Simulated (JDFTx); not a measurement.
# Ir (Fm-3m) in JDFTx: reference runs, part 2 of 2

JDFTx 1.7.0 (patched build).

## 4. Equation of state, PBE, 13.22 Å³/atom (volume scaled by 0.94)

File Ir.in:

```
lattice \
    0.0000000000     3.5460619075     3.5460619075 \
    3.5460619075     0.0000000000     3.5460619075 \
    3.5460619075     3.5460619075     0.0000000000
coords-type Lattice
ion Ir     0.0000000000     0.0000000000     0.0000000000 1

ion-species pseudo/Ir.upf
elec-cutoff 34
elec-ex-corr gga-PBE
kpoint-folding 12 12 12
elec-smearing Fermi 0.0018374661
elec-n-bands 14
electronic-SCF nIterations 100 energyDiffThreshold 1e-08
electronic-minimize nIterations 30 energyDiffThreshold 1e-7
forces-output-coords Cartesian

dump-name run.$VAR
dump End Ecomponents EigStats BandEigs Kpoints Forces Stress ElecDensity Dtot KEdensity
```

Command:

```sh
> jdftx -c 1 -i Ir.in -o Ir.out
```

It took 35 s on 1 thread of Arm Neoverse V1, shared host; peak memory 0.08 GiB.

Results (log left out):

```yaml
Free_energy: -2897.8024 eV
Pressure: 39.3 GPa
Band_gap_on_the_k_mesh: none (metal or under the smearing width)
```

## 5. Equation of state, PBE, 13.50 Å³/atom (volume scaled by 0.96)

File Ir.in:

```
lattice \
    0.0000000000     3.5710349971     3.5710349971 \
    3.5710349971     0.0000000000     3.5710349971 \
    3.5710349971     3.5710349971     0.0000000000
coords-type Lattice
ion Ir     0.0000000000     0.0000000000     0.0000000000 1

ion-species pseudo/Ir.upf
elec-cutoff 34
elec-ex-corr gga-PBE
kpoint-folding 12 12 12
elec-smearing Fermi 0.0018374661
elec-n-bands 14
electronic-SCF nIterations 100 energyDiffThreshold 1e-08
electronic-minimize nIterations 30 energyDiffThreshold 1e-7
forces-output-coords Cartesian

dump-name run.$VAR
dump End Ecomponents EigStats BandEigs Kpoints Forces Stress
```

Command:

```sh
> jdftx -c 1 -i Ir.in -o Ir.out
```

It took 34 s on 1 thread of Arm Neoverse V1, shared host; peak memory 0.08 GiB.

The run converged. Its results:

* Free energy: -2897.8618 eV
* Pressure: 28.5 GPa
* Band gap on the k mesh: none (metal or under the smearing width)

## 6. Equation of state, PBE, 13.78 Å³/atom (volume scaled by 0.98)

Ir.in, as its differences from that of step 5:

```diff
@@ -1,5 +1,5 @@
 lattice \
-    0.0000000000     3.5710349971     3.5710349971 \
-    3.5710349971     0.0000000000     3.5710349971 \
-    3.5710349971     3.5710349971     0.0000000000
+    0.0000000000     3.5956636030     3.5956636030 \
+    3.5956636030     0.0000000000     3.5956636030 \
+    3.5956636030     3.5956636030     0.0000000000
 coords-type Lattice
```

Potentials or basis: PseudoDojo-SR-PBE-0.5-standard.

Command:

```sh
> jdftx -c 1 -i Ir.in -o Ir.out
```

Wall time 35 s (1 thread of Arm Neoverse V1, shared host); peak memory 0.08 GiB.

It converged, with:

- Free energy: -2897.9034 eV
- Pressure: 18.9 GPa
- Band gap on the k mesh: none (metal or under the smearing width)

## 7. Equation of state, PBE, 14.06 Å³/atom

Ir.in, as its differences from that of step 6:

```diff
@@ -1,5 +1,5 @@
 lattice \
-    0.0000000000     3.5956636030     3.5956636030 \
-    3.5956636030     0.0000000000     3.5956636030 \
-    3.5956636030     3.5956636030     0.0000000000
+    0.0000000000     3.6199593643     3.6199593643 \
+    3.6199593643     0.0000000000     3.6199593643 \
+    3.6199593643     3.6199593643     0.0000000000
 coords-type Lattice
```

Potentials or basis: PseudoDojo-SR-PBE-0.5-standard.

Command:

```sh
> jdftx -c 1 -i Ir.in -o Ir.out
```

Log:

```text
*************** JDFTx 1.7.0 (patched build) ***************

[... 9 lines left out ...]
---------- Initializing the Grid ----------
R =
[            0      3.61996      3.61996  ]
[      3.61996            0      3.61996  ]
[      3.61996      3.61996            0  ]
unit cell volume = 94.8727
G =
[  -0.867853   0.867853   0.867853  ]
[   0.867853  -0.867853   0.867853  ]
[   0.867853   0.867853  -0.867853  ]
Minimum fftbox size, Smin = [  28  28  28  ]
Chosen fftbox size, S = [  28  28  28  ]

---------- Exchange Correlation functional ----------
Initalized PBE GGA exchange.
Initalized PBE GGA correlation.

---------- Setting up pseudopotentials ----------
Width of ionic core gaussian charges (only for fluid interactions / plotting) set to 0

Reading pseudopotential file 'pseudo/Ir.upf':
  'Ir' pseudopotential, 'PBE' functional
  Generated using ONCVPSP code by D. R. Hamann
  17 valence electrons, 4 orbitals, 8 projectors, 1001 radial grid points, with lMax = 3
    5S    l: 0   occupation:  2.0   eigenvalue: -3.600919
    5P    l: 1   occupation:  6.0   eigenvalue: -2.010143
    5D    l: 2   occupation:  7.0   eigenvalue: -0.262668
    6S    l: 0   occupation:  2.0   eigenvalue: -0.232672
  Core radius for overlap checks: 2.19 bohrs.

Initialized 1 species with 1 total atoms.

Folded 1 k-points by 12x12x12 to 1728 k-points.

---------- Setting up k-points, bands, fillings ----------
Reduced to 72 k-points under symmetry.
Computing the number of bands and number of electrons
Calculating initial fillings.
nElectrons:  17.000000   nBands: 14   nStates: 72

----- Setting up reduced wavefunction bases (one per k-point) -----
average nbasis = 898.486 , ideal nbasis = 898.366

---------- Setting up ewald sum ----------
Optimum gaussian width for ewald sums = 1.845466 bohr.
Real space sum over 2197 unit cells with max indices [  6  6  6  ]
Reciprocal space sum over 2197 terms with max indices [  6  6  6  ]

---------- Allocating electronic variables ----------
Initializing wave functions:  linear combination of atomic orbitals
Note: number of bands (14) exceeds available atomic orbitals (10)
Ir pseudo-atom occupations:   s ( 2 0 )  p ( 6 )  d ( 9 )
	FillingsUpdate:  mu: +0.894681349  nElectrons: 17.000000
LCAOMinimize: Iter:   0  F: -106.3824707150177034  |grad|_K:  4.414e-03  alpha:  1.000e+00
	FillingsUpdate:  mu: +0.971256321  nElectrons: 17.000000
LCAOMinimize: Iter:   1  F: -106.4728359437393976  |grad|_K:  4.086e-05  alpha:  6.169e-01  linmin: -2.865e-01  cgtest:  7.843e-01
LCAOMinimize: Encountered beta<0, resetting CG.
[... 4 lines of inner loops ...]
	FillingsUpdate:  mu: +0.971866517  nElectrons: 17.000000
LCAOMinimize: Iter:   4  F: -106.4728443491355705  |grad|_K:  5.064e-09  alpha:  9.483e-01  linmin: -2.546e-02  cgtest:  6.755e-02
LCAOMinimize: Encountered beta<0, resetting CG.
LCAOMinimize: Converged (|Delta F|<1.000000e-06 for 2 iters).

-------- Electronic minimization -----------
Will mix electronic density at each iteration.
	FillingsUpdate:  mu: +0.971866517  nElectrons: 17.000000
	FillingsUpdate:  mu: +0.968591228  nElectrons: 17.000000
SCF: Cycle:  0   F: -106.495978134933154   dF: -2.313e-02   |Residual|: 3.372e-02   |deigs|: 1.610e+00
	FillingsUpdate:  mu: +0.962241663  nElectrons: 17.000000
SCF: Cycle:  1   F: -106.496897687661033   dF: -9.196e-04   |Residual|: 9.689e-03   |deigs|: 7.439e-03
	FillingsUpdate:  mu: +0.960822837  nElectrons: 17.000000
SCF: Cycle:  2   F: -106.496927962090425   dF: -3.027e-05   |Residual|: 3.486e-03   |deigs|: 1.488e-03
	FillingsUpdate:  mu: +0.960963084  nElectrons: 17.000000
SCF: Cycle:  3   F: -106.496929340328350   dF: -1.378e-06   |Residual|: 4.024e-04   |deigs|: 2.480e-04
	FillingsUpdate:  mu: +0.960879115  nElectrons: 17.000000
SCF: Cycle:  4   F: -106.496929724809831   dF: -3.845e-07   |Residual|: 1.688e-04   |deigs|: 1.269e-04
	FillingsUpdate:  mu: +0.960914971  nElectrons: 17.000000
SCF: Cycle:  5   F: -106.496929827925058   dF: -1.031e-07   |Residual|: 1.488e-05   |deigs|: 4.510e-05
	FillingsUpdate:  mu: +0.960914997  nElectrons: 17.000000
SCF: Cycle:  6   F: -106.496929868597690   dF: -4.067e-08   |Residual|: 7.641e-06   |deigs|: 1.976e-05
	FillingsUpdate:  mu: +0.960915539  nElectrons: 17.000000
SCF: Cycle:  7   F: -106.496929885334865   dF: -1.674e-08   |Residual|: 2.520e-06   |deigs|: 1.158e-05
	FillingsUpdate:  mu: +0.960915399  nElectrons: 17.000000
SCF: Cycle:  8   F: -106.496929893866294   dF: -8.531e-09   |Residual|: 1.313e-06   |deigs|: 1.136e-05
	FillingsUpdate:  mu: +0.960915402  nElectrons: 17.000000
SCF: Cycle:  9   F: -106.496929897614990   dF: -3.749e-09   |Residual|: 6.255e-07   |deigs|: 8.469e-06
SCF: Converged (|Delta E|<1.000000e-08 for 2 iters).

Setting wave functions to eigenvectors of Hamiltonian

# Stress tensor in Cartesian coordinates [Eh/a0^3]:
[ -0.000352923            0            0  ]
[            0 -0.000352923            0  ]
[            0            0 -0.000352923  ]

# Ionic positions in lattice coordinates:
ion Ir   0.000000000000000   0.000000000000000   0.000000000000000 1

# Forces in Cartesian coordinates:
force Ir   0.000000000000000   0.000000000000000  -0.000000000000000 1

# Energy components:
   Eewald =      -91.5082882204614663
       EH =       14.4897733751564584
     Eloc =      -54.3363379382448741
      Enl =        5.9047620162876315
      Exc =      -21.8758629854557398
 Exc_core =        8.6628917943931523
       KE =       32.1663052423068194
-------------------------------------
     Etot =     -106.4967567160180266
       TS =        0.0001731815969649
-------------------------------------
        F =     -106.4969298976149901

IonicMinimize: Iter:   0  F: -106.496929897614990  |grad|_K:  0.000e+00
IonicMinimize: Converged (|grad|_K<1.000000e-04).

#--- Lowdin population analysis ---
# oxidation-state Ir +0.195

Dumping 'run.eigStats' ...
	eMin: -2.459746 at state 0 ( [ +0.000000 +0.000000 +0.000000 ] spin 0 )
	HOMO: +0.960072 at state 38 ( [ +0.000000 +0.333333 -0.333333 ] spin 0 )
	mu  : +0.960915
	LUMO: +0.960931 at state 15 ( [ +0.000000 +0.083333 -0.250000 ] spin 0 )
	eMax: +1.871425 at state 71 ( [ +0.250000 +0.500000 -0.250000 ] spin 0 )
	HOMO-LUMO gap: +0.000859
	Optical gap  : +0.029984 at state 34 ( [ +0.000000 +0.333333 +0.333333 ] spin 0 )
Done!
```

Run time: 35 s. Hardware: 1 thread of Arm Neoverse V1, shared host; peak memory 0.08 GiB.

What came out:

```yaml
Free_energy: -2897.9291 eV
Pressure: 10.4 GPa
Band_gap_on_the_k_mesh: none (metal or under the smearing width)
```

## 8. Equation of state, PBE, 14.34 Å³/atom (volume scaled by 1.02)

Ir.in, as its differences from that of step 7:

```diff
@@ -1,5 +1,5 @@
 lattice \
-    0.0000000000     3.6199593643     3.6199593643 \
-    3.6199593643     0.0000000000     3.6199593643 \
-    3.6199593643     3.6199593643     0.0000000000
+    0.0000000000     3.6439333038     3.6439333038 \
+    3.6439333038     0.0000000000     3.6439333038 \
+    3.6439333038     3.6439333038     0.0000000000
 coords-type Lattice
```

Command:

```sh
> jdftx -c 1 -i Ir.in -o Ir.out
```

It took 35 s on 1 thread of Arm Neoverse V1, shared host; peak memory 0.08 GiB.

The run converged. Its results:

```
Free energy            : -2897.9406 eV
Pressure               : 2.8 GPa
Band gap on the k mesh : none (metal or under the smearing width)
```

## 9. Equation of state, PBE, 14.62 Å³/atom (volume scaled by 1.04)

Ir.in, as its differences from that of step 8:

```diff
@@ -1,5 +1,5 @@
 lattice \
-    0.0000000000     3.6439333038     3.6439333038 \
-    3.6439333038     0.0000000000     3.6439333038 \
-    3.6439333038     3.6439333038     0.0000000000
+    0.0000000000     3.6675958715     3.6675958715 \
+    3.6675958715     0.0000000000     3.6675958715 \
+    3.6675958715     3.6675958715     0.0000000000
 coords-type Lattice
```

Potentials or basis: PseudoDojo-SR-PBE-0.5-standard.

Command:

```sh
> jdftx -c 1 -i Ir.in -o Ir.out
```

Run time: 35 s. Hardware: 1 thread of Arm Neoverse V1, shared host; peak memory 0.08 GiB.

It converged, with:

| Item | Value |
| --- | --- |
| Free energy | -2897.9396 eV |
| Pressure | -4.0 GPa |
| Band gap on the k mesh | none (metal or under the smearing width) |

## 10. Equation of state, PBE, 14.90 Å³/atom (volume scaled by 1.06)

Ir.in, as its differences from that of step 9:

```diff
@@ -1,5 +1,5 @@
 lattice \
-    0.0000000000     3.6675958715     3.6675958715 \
-    3.6675958715     0.0000000000     3.6675958715 \
-    3.6675958715     3.6675958715     0.0000000000
+    0.0000000000     3.6909569845     3.6909569845 \
+    3.6909569845     0.0000000000     3.6909569845 \
+    3.6909569845     3.6909569845     0.0000000000
 coords-type Lattice
```

Command:

```sh
> jdftx -c 1 -i Ir.in -o Ir.out
```

Wall time 37 s (1 thread of Arm Neoverse V1, shared host); peak memory 0.08 GiB.

The run converged. Its results:

```
Free energy            : -2897.9274 eV
Pressure               : -9.9 GPa
Band gap on the k mesh : none (metal or under the smearing width)
```

## 11. Equation of state, PBE

Potentials or basis: PseudoDojo-SR-PBE-0.5-standard.

No new run: the results of the series are fitted here.

What came out:

* Equilibrium volume: 14.46 Å³/atom
* Bulk modulus: 350 GPa
* Pressure derivative of the bulk modulus: 5.0

Energy against volume, from the lowest point:
```tsv
volume (Å³/atom)	energy (meV/atom)
13.215	138.28
13.496	78.81
13.778	37.23
14.059	11.55
14.340	0.00
14.621	1.02
14.902	13.20
```

The run has no spin-orbit coupling, so splittings on Ir are missing. PBE usually gives volumes a little too large and moduli too small.

## 12. The runs side by side

| task | cell | further solve for the empty bands | gap on the mesh (eV) | pressure (GPa) |
| --- | --- | --- | --- | --- |
| single point | as given | yes | none | 10.4 |
| single point | cell strained at random at fixed volume | yes | none | 10.8 |
| equation of state | as given | - | - | - |

Alike in all rows: level PBE; potentials or basis PseudoDojo-SR-PBE-0.5-standard; no spin polarisation; k mesh 12 × 12 × 12; cutoff (eV) 925; smearing fermi-dirac 0.05 eV.

Caveats: the empty levels aren't tightly converged (some runs).

Absolute energies hang on the potentials; compare differences alone.
